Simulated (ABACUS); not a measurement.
# YN (Fm-3m) in ABACUS: notebook

One crystal, YN, is run at these levels: r2SCAN, PBEsol; tasks: single point.

Everything below comes from runs of ABACUS 3.10.1. Logs are shortened: lines on timing, memory, paths and dates and some standing lists are left out, and cuts for length are marked.

## Step 1: The structure

The structure is cubic, space group Fm-3m (No. 225). The conventional cell has a = 4.877 Å, b = 4.877 Å, c = 4.877 Å, α = 90.00°, β = 90.00°, γ = 90.00°. Y (site symmetry m-3m) has 6 N at 2.44 Å as nearest neighbours. N (site symmetry m-3m) has 6 Y at 2.44 Å as nearest neighbours.

## Step 2: Single point, r2SCAN

File INPUT:

```
INPUT_PARAMETERS
suffix              YN
calculation         scf
basis_type          pw
pseudo_dir          ./
symmetry            1
dft_functional      MGGA_X_R2SCAN+MGGA_C_R2SCAN
ecutwfc             97
pseudo_rcut         7
nspin               1
nbands              18
ks_solver           dav
smearing_method     fd
smearing_sigma      0.00367493
scf_thr             1e-08
scf_nmax            100
mixing_type         broyden
mixing_beta         0.7
cal_force           1
cal_stress          1
mixing_tau          1
out_chg             1
out_pot             2
out_elf             1
```

File STRU:

```
ATOMIC_SPECIES
Y 88.9058 Y_ONCV_PBE-1.2.upf
N 14.0070 N_ONCV_PBE-1.2.upf

LATTICE_CONSTANT
1.8897261246

LATTICE_VECTORS
0.0000000000 2.4385000000 2.4385000000
2.4385000000 0.0000000000 2.4385000000
2.4385000000 2.4385000000 0.0000000000

ATOMIC_POSITIONS
Direct

Y
0.0
1
0.0000000000 0.0000000000 0.0000000000 1 1 1

N
0.0
1
0.5000000000 0.5000000000 0.5000000000 1 1 1
```

File KPT:

```
K_POINTS
0
Gamma
6 6 6 0 0 0
```

Potentials or basis: SG15 ONCV 1.2 PBE, plane waves.

On the command line:

```sh
> OMP_NUM_THREADS=1 mpirun -np 4 abacus > log
```

running log:

```text
ABACUS v3.10.1

               Atomic-orbital Based Ab-initio Computation at UStc

 ------------------------------------------------------------------------------------

 READING GENERAL INFORMATION
                           global_out_dir = OUT.YN/
                           global_in_card = INPUT
                               pseudo_dir = ./
                              orbital_dir =
                                    DSIZE = 4
                                    GSIZE = 1

 READING UNITCELL INFORMATION
                                    ntype = 2
                  lattice constant (Bohr) = 1.88973
              lattice constant (Angstrom) = 1

 READING ATOM TYPE 1
                               atom label = Y
                      L=0, number of zeta = 1
                      L=1, number of zeta = 1
                      L=2, number of zeta = 1
             number of atom for this type = 1

 READING ATOM TYPE 2
                               atom label = N
                      L=0, number of zeta = 1
                      L=1, number of zeta = 1
                      L=2, number of zeta = 1
             number of atom for this type = 1

                        TOTAL ATOM NUMBER = 2
DIRECT COORDINATES
    atom                   x                   y                   z     mag                  vx                  vy                  vz
taud_Y1            0.0000000000        0.0000000000        0.0000000000  0.0000        0.0000000000        0.0000000000        0.0000000000
taud_N1            0.5000000000        0.5000000000        0.5000000000  0.0000        0.0000000000        0.0000000000        0.0000000000

                          Volume (Bohr^3) = 195.702
                             Volume (A^3) = 29

 Lattice vectors: (Cartesian coordinate: in unit of a_0)
                   +0             +2.4385             +2.4385
              +2.4385                  +0             +2.4385
              +2.4385             +2.4385                  +0
 Reciprocal vectors: (Cartesian coordinate: in unit of 2 pi/a_0)
            -0.205044           +0.205044           +0.205044
            +0.205044           -0.205044           +0.205044
            +0.205044           +0.205044           -0.205044
 The esolver type has been set to : ksdft_pw

                PAO radial cut off (Bohr) = 7

 Read in pseudopotential file is Y_ONCV_PBE-1.2.upf
                     pseudopotential type = NC
          exchange-correlation functional = PBE
                 nonlocal core correction = 0
                        valence electrons = 11
                                     lmax = 2
                           number of zeta = 0
                     number of projectors = 6
                           L of projector = 0
                           L of projector = 0
                           L of projector = 1
                           L of projector = 1
                           L of projector = 2
                           L of projector = 2
 XC functional updated to : MGGA_X_R2SCAN+MGGA_C_R2SCAN
          exchange-correlation functional = MGGA_X_R2SCAN+MGGA_C_R2SCAN
                PAO radial cut off (Bohr) = 7

 Read in pseudopotential file is N_ONCV_PBE-1.2.upf
                     pseudopotential type = NC
          exchange-correlation functional = PBE
                 nonlocal core correction = 0
                        valence electrons = 5
                                     lmax = 1
                           number of zeta = 0
                     number of projectors = 4
                           L of projector = 0
                           L of projector = 0
                           L of projector = 1
                           L of projector = 1
 XC functional updated to : MGGA_X_R2SCAN+MGGA_C_R2SCAN
          exchange-correlation functional = MGGA_X_R2SCAN+MGGA_C_R2SCAN
     initial pseudo atomic orbital number = 0

 SETUP THE ELECTRONS NUMBER
             electron number of element Y = 11
       total electron number of element Y = 11
             electron number of element N = 5
       total electron number of element N = 5
            AUTOSET number of electrons:  = 16
                           occupied bands = 8
                                   NBANDS = 18
                                   NLOCAL = 18

%%%%%%%%%%%%%%%%%%%%%%%%%%%%%%%%%%%%%%%%%%%%%%%%%%%%%%%%%%%%%%%%%%%%%%%%%%%%%%%%%%%%%%%%%%%%%%%%%%%%%%%%%%
 Warning: the number of valence electrons in pseudopotential > 3 for Y: [Kr] 4d1 5s2
 Pseudopotentials with additional electrons can yield (more) accurate outcomes, but may be less efficient.
 If you're confident that your chosen pseudopotential is appropriate, you can safely ignore this warning.
[... 41 lines left out ...]
                                   NORM_C = 3.44856
                           ALPHA (DEGREE) = 60
                           BETA  (DEGREE) = 60
                           GAMMA (DEGREE) = 60

 The lattice vectors have been changed (STRU_SIMPLE.cif)

(for optimal symmetric configuration:)
                             BRAVAIS TYPE = 3
                     BRAVAIS LATTICE NAME = 03. Cubic F (face-centered)
                                    ibrav = 3
                                    IBRAV = 3
                                  BRAVAIS = FACE CENTERED CUBIC
                       LATTICE CONSTANT A = 4.877
Original cell was already a primitive cell.
                        ROTATION MATRICES = 48
              PURE POINT GROUP OPERATIONS = 48
                   SPACE GROUP OPERATIONS = 48
                              POINT GROUP = O_h
               POINT GROUP IN SPACE GROUP = O_h

 SETUP K-POINTS
                                    nspin = 1
                   Input type of k points = Monkhorst-Pack(Gamma)
                                   nkstot = 216
                       right hand lattice = 1
(for reciprocal lattice: )
                             BRAVAIS TYPE = 2
                     BRAVAIS LATTICE NAME = 02. Cubic I (body-centered)
                                    ibrav = 2
                       right hand lattice = 1
(for k-lattice: )
                             BRAVAIS TYPE = 2
                     BRAVAIS LATTICE NAME = 02. Cubic I (body-centered)
                                    ibrav = 2
                       right hand lattice = 1
                        ROTATION MATRICES = 48
                               nkstot_ibz = 16
K-POINTS REDUCTION ACCORDING TO SYMMETRY
     IBZ    DIRECT_X    DIRECT_Y    DIRECT_Z  WEIGHT  ibz2bz
       1  0.00000000  0.00000000  0.00000000  0.0046       0
       2  0.16666667  0.16666667  0.16666667  0.0370       1
       3  0.33333333  0.33333333  0.33333333  0.0370       2
       4  0.50000000  0.50000000  0.50000000  0.0185       3
       5  0.16666667  0.16666667  0.00000000  0.0278       7
       6  0.33333333  0.33333333  0.16666667  0.1111       8
[... 8 lines left out ...]
      15  0.50000000  0.33333333 -0.33333333  0.1111      52
      16  0.50000000  0.33333333 -0.16666667  0.0556      58

                               nkstot now = 16
[... K-POINTS DIRECT COORDINATES: 16 rows ...]

           k-point number in this process = 16
       minimum distributed K point number = 16
[... stars of the k points ...]

[... K-POINTS CARTESIAN COORDINATES: 16 rows ...]

[... K-POINTS DIRECT COORDINATES: 16 rows ...]

 SETUP PLANE WAVES FOR WAVE FUNCTIONS
     energy cutoff for wavefunc (unit:Ry) = 97
              fft grid for wave functions = [ 45, 45, 45 ]
                    number of plane waves = 4015
                         number of sticks = 337

 PARALLEL PW FOR WAVE FUNCTIONS
     PROC   COLUMNS(POT)             PW
        1             84           1005
        2             84           1003
        3             85           1004
        4             84           1003
 --------------- sum -------------------
        4            337           4015

 SETUP NONLOCAL PSEUDOPOTENTIALS IN PLANE WAVE BASIS
 Y non-local projectors:
 projector 1 L=0
 projector 2 L=0
 projector 3 L=1
 projector 4 L=1
 projector 5 L=2
 projector 6 L=2
 N non-local projectors:
 projector 1 L=0
 projector 2 L=0
 projector 3 L=1
 projector 4 L=1
      TOTAL NUMBER OF NONLOCAL PROJECTORS = 26

 Init Non-Local PseudoPotential table :
 Init Non-Local-Pseudopotential done.

                                     npwx = 787

 -------------------------------------------
 SELF-CONSISTENT
 -------------------------------------------
                                 init_chg = atomic

 PW ALGORITHM --------------- ION=   1  ELEC=   1--------------------------------

 Density error is 0.762471287925
                          Error Threshold = 0.01
----------------------------------------------------------
     Energy           Rydberg                 eV
----------------------------------------------------------
 E_KohnSham     -97.0709903516       -1320.7185792853
 E_Harris       -96.4902989637       -1312.8178676293
 E_Fermi        0.7970195528         10.8440073360
----------------------------------------------------------
[... 75 lines left out ...]
 Density error is 1.85961239727e-09
                          Error Threshold = 1.4491859637e-09
----------------------------------------------------------
     Energy           Rydberg                 eV
----------------------------------------------------------
 E_KohnSham     -97.3975374725       -1325.1614807948
 E_KS(sigma->0) -97.3975348740       -1325.1614454404
 E_Harris       -97.3973895834       -1325.1594686598
 E_band         -4.2540818174        -57.8797524747
 E_one_elec     -9.3118346545        -126.6940101347
 E_Hartree      12.9891449317        176.7263832187
 E_xc           -15.4364050769       -210.0230656824
 E_Ewald        -85.6384374758       -1165.1707174876
 E_entropy(-TS) -0.0000051970        -0.0000707088
 E_descf        0.0000000000         0.0000000000
 E_exx          0.0000000000         0.0000000000
 E_Fermi        0.9097777619         12.3781614757
----------------------------------------------------------

 charge density convergence is achieved
 final etot is -1325.1614808 eV
 EFERMI = 12.378161476 eV
The vacuum level is 8.7383644249 eV

 STATE ENERGY(eV) AND OCCUPATIONS    NSPIN == 1
 1/16 kpoint (Cartesian) = 0.0000 0.0000 0.0000 (778 pws)
       1       -30.3147     0.00925926
       2       -9.10565     0.00925926
       3       -9.10565     0.00925926
       4       -9.10565     0.00925926
       5       -1.75458     0.00925926
       6        12.1006     0.00922344
[... 98 lines left out ...]
       5      -0.768925       0.222222
       6        9.19893       0.222222
[... 10 lines left out ...]
      17        29.5914        0.00000
      18        33.1389        0.00000

[... levels at 10 further k points ...]

------------------------------------------------------------------------------------------
 TOTAL-FORCE (eV/Angstrom)
------------------------------------------------------------------------------------------
                        Y1         0.0000000000         0.0000000000         0.0000000000
                        N1         0.0000000000         0.0000000000         0.0000000000
------------------------------------------------------------------------------------------

----------------------------------------------------------------
 TOTAL-STRESS (KBAR)
----------------------------------------------------------------
        20.7484580902        -0.0000000000         0.0000000000
         0.0000000000        20.7484580902        -0.0000000000
         0.0000000000         0.0000000000        20.7484580902
----------------------------------------------------------------
 TOTAL-PRESSURE: 20.748458 KBAR

 --------------------------------------------
 !FINAL_ETOT_IS -1325.1614807947987629 eV
 --------------------------------------------
```

It took 25 s on 4 MPI ranks of Intel Xeon Platinum 8259CL at 2.50GHz (Skylake/Cascade Lake), shared host; peak memory 0.28 GiB.

Results:

```yaml
Free_energy: -1325.1615 eV
Pressure: 2.1 GPa
Band_gap_on_the_k_mesh: 0.55 eV, indirect (least direct gap 0.96 eV)
```

Caveat: the potentials were made for another functional, which shifts forces and pressure.

## Step 3: Single point, PBEsol

File run_abacus.py:

```python
"""ABACUS run from a structure file: ASE reads it, the script writes STRU, KPT and INPUT."""
import re
import subprocess
import spglib
from ase import Atoms
from ase.io import read
from ase.units import Bohr

atoms = read("YN.cif")
cell, frac, numbers = spglib.standardize_cell((atoms.cell[:], atoms.get_scaled_positions(), atoms.numbers), to_primitive=True, symprec=1e-4)
atoms = Atoms(numbers=numbers, cell=cell, scaled_positions=frac, pbc=True)  # the primitive cell
atoms = atoms[(-atoms.numbers).argsort(kind="stable")]  # ABACUS lists atoms element by element
pseudo = {'Y': 'Y.upf', 'N': 'N.upf'}
orbital = {}
magmoms = None
kmesh = [7, 7, 7]
params = {
    'suffix': 'YN',
    'calculation': 'scf',
    'basis_type': 'pw',
    'pseudo_dir': './',
    'symmetry': 1,
    'dft_functional': 'pbesol',
    'ecutwfc': 84,
    'pseudo_rcut': 7,
    'nspin': 1,
    'nbands': 18,
    'ks_solver': 'dav',
    'smearing_method': 'fd',
    'smearing_sigma': 0.00367493,
    'scf_thr': 1e-08,
    'scf_nmax': 100,
    'mixing_type': 'broyden',
    'mixing_beta': 0.7,
    'cal_force': 1,
    'cal_stress': 1,
    'out_chg': 1,
    'kpar': 4,
}

symbols = atoms.get_chemical_symbols()
elements = list(dict.fromkeys(symbols))
lines = ["ATOMIC_SPECIES"] + [f"{e} {atoms.get_masses()[symbols.index(e)]:.4f} {pseudo[e]}" for e in elements]
if orbital:
    lines += ["", "NUMERICAL_ORBITAL"] + [orbital[e] for e in elements]
lines += ["", "LATTICE_CONSTANT", f"{1 / Bohr:.10f}", "", "LATTICE_VECTORS"]
lines += [" ".join(f"{x:.10f}" for x in v) for v in atoms.cell]
lines += ["", "ATOMIC_POSITIONS", "Direct"]
for e in elements:
    lines += ["", e, "0.0", str(symbols.count(e))]
    for i, p in enumerate(atoms.get_scaled_positions(wrap=False)):
        if symbols[i] == e:
            mag = "" if magmoms is None else " mag " + " ".join(str(x) for x in (magmoms[i] if isinstance(magmoms[i], list) else [magmoms[i]]))
            lines.append(" ".join(f"{x:.10f}" for x in p) + " 1 1 1" + mag)
open("STRU", "w").write("\n".join(lines) + "\n")
open("KPT", "w").write("K_POINTS\n0\nGamma\n%d %d %d 0 0 0\n" % tuple(kmesh))
open("INPUT", "w").write("INPUT_PARAMETERS\n" + "".join(f"{k:<20s}{v}\n" for k, v in params.items()))

done = subprocess.run(['mpirun', '-np', '4', 'abacus'])
if done.returncode:
    raise SystemExit(done.returncode)
log = open("OUT.YN/running_scf.log").read()
print("final energy (eV):", re.findall(r"FINAL_ETOT_IS (\S+)", log))
```

File YN.cif:

```cif
data_YN
_cell_length_a 4.87700000
_cell_length_b 4.87700000
_cell_length_c 4.87700000
_cell_angle_alpha 90.00000000
_cell_angle_beta 90.00000000
_cell_angle_gamma 90.00000000
_space_group_name_H-M_alt 'Fm-3m'
_space_group_name_Hall '-F 4 2 3'
_space_group_IT_number 225
loop_
_space_group_symop_operation_xyz
'x,y,z'
'-x,-y,-z'
'-y,x,z'
'y,-x,-z'
'-x,-y,z'
'x,y,-z'
'y,-x,z'
'-y,x,-z'
'x,-y,-z'
'-x,y,z'
'-y,-x,-z'
'y,x,z'
'-x,y,-z'
'x,-y,z'
'y,x,-z'
'-y,-x,z'
'z,x,y'
'-z,-x,-y'
'z,-y,x'
'-z,y,-x'
'z,-x,-y'
'-z,x,y'
'z,y,-x'
'-z,-y,x'
'-z,x,-y'
'z,-x,y'
'-z,-y,-x'
'z,y,x'
'-z,-x,y'
'z,x,-y'
'-z,y,x'
'z,-y,-x'
'y,z,x'
'-y,-z,-x'
'x,z,-y'
'-x,-z,y'
'-y,z,-x'
'y,-z,x'
'-x,z,y'
'x,-z,-y'
'-y,-z,x'
'y,z,-x'
'-x,-z,-y'
'x,z,y'
'y,-z,-x'
'-y,z,x'
'x,-z,y'
'-x,z,-y'
'x,y+1/2,z+1/2'
'-x,-y+1/2,-z+1/2'
'-y,x+1/2,z+1/2'
'y,-x+1/2,-z+1/2'
[... 63 lines left out ...]
'-z+1/2,y,-x+1/2'
'z+1/2,-x,-y+1/2'
'-z+1/2,x,y+1/2'
'z+1/2,y,-x+1/2'
'-z+1/2,-y,x+1/2'
'-z+1/2,x,-y+1/2'
'z+1/2,-x,y+1/2'
'-z+1/2,-y,-x+1/2'
'z+1/2,y,x+1/2'
'-z+1/2,-x,y+1/2'
'z+1/2,x,-y+1/2'
'-z+1/2,y,x+1/2'
'z+1/2,-y,-x+1/2'
'y+1/2,z,x+1/2'
'-y+1/2,-z,-x+1/2'
'x+1/2,z,-y+1/2'
'-x+1/2,-z,y+1/2'
'-y+1/2,z,-x+1/2'
'y+1/2,-z,x+1/2'
'-x+1/2,z,y+1/2'
'x+1/2,-z,-y+1/2'
'-y+1/2,-z,x+1/2'
'y+1/2,z,-x+1/2'
'-x+1/2,-z,-y+1/2'
'x+1/2,z,y+1/2'
'y+1/2,-z,-x+1/2'
'-y+1/2,z,x+1/2'
'x+1/2,-z,y+1/2'
'-x+1/2,z,-y+1/2'
'x+1/2,y+1/2,z'
'-x+1/2,-y+1/2,-z'
'-y+1/2,x+1/2,z'
'y+1/2,-x+1/2,-z'
'-x+1/2,-y+1/2,z'
'x+1/2,y+1/2,-z'
'y+1/2,-x+1/2,z'
'-y+1/2,x+1/2,-z'
'x+1/2,-y+1/2,-z'
'-x+1/2,y+1/2,z'
'-y+1/2,-x+1/2,-z'
'y+1/2,x+1/2,z'
'-x+1/2,y+1/2,-z'
'x+1/2,-y+1/2,z'
'y+1/2,x+1/2,-z'
'-y+1/2,-x+1/2,z'
'z+1/2,x+1/2,y'
'-z+1/2,-x+1/2,-y'
'z+1/2,-y+1/2,x'
'-z+1/2,y+1/2,-x'
'z+1/2,-x+1/2,-y'
'-z+1/2,x+1/2,y'
'z+1/2,y+1/2,-x'
'-z+1/2,-y+1/2,x'
'-z+1/2,x+1/2,-y'
'z+1/2,-x+1/2,y'
'-z+1/2,-y+1/2,-x'
'z+1/2,y+1/2,x'
'-z+1/2,-x+1/2,y'
'z+1/2,x+1/2,-y'
'-z+1/2,y+1/2,x'
'z+1/2,-y+1/2,-x'
'y+1/2,z+1/2,x'
'-y+1/2,-z+1/2,-x'
'x+1/2,z+1/2,-y'
'-x+1/2,-z+1/2,y'
'-y+1/2,z+1/2,-x'
'y+1/2,-z+1/2,x'
'-x+1/2,z+1/2,y'
'x+1/2,-z+1/2,-y'
'-y+1/2,-z+1/2,x'
'y+1/2,z+1/2,-x'
'-x+1/2,-z+1/2,-y'
'x+1/2,z+1/2,y'
'y+1/2,-z+1/2,-x'
'-y+1/2,z+1/2,x'
'x+1/2,-z+1/2,y'
'-x+1/2,z+1/2,-y'
loop_
_atom_site_label
_atom_site_type_symbol
_atom_site_symmetry_multiplicity
_atom_site_Wyckoff_symbol
_atom_site_fract_x
_atom_site_fract_y
_atom_site_fract_z
_atom_site_occupancy
Y1 Y 4 a 0.0000000000 0.0000000000 0.0000000000 1
N1 N 4 b 0.5000000000 0.0000000000 0.0000000000 1
```

Potentials or basis: PseudoDojo NC SR 0.4.1 PBEsol standard, plane waves.

On the command line:

```sh
> OMP_NUM_THREADS=1 python run_abacus.py > log
```

Run time: 7 s. Hardware: 4 MPI ranks of AMD EPYC 7R43 (Zen 3), shared host; peak memory 0.36 GiB.

The run converged. Its results:

| Property | Result |
| --- | --- |
| Free energy | -1394.6905 eV |
| Pressure | -2.0 GPa |
| Band gap on the k mesh | 0.19 eV, indirect (least direct gap 0.61 eV) |

Levels at points of the mesh, in eV from the valence-band top:
| k point | band 6 | band 7 | band 8 | band 9 | band 10 | band 11 |
| --- | --- | --- | --- | --- | --- | --- |
| (0.00, 0.00, 0.00) | 0.00 | 0.00 | 0.00 | 3.10 | 3.10 | 3.10 |

Caveat: an odd mesh through Γ misses points on the zone boundary, where band edges often lie.
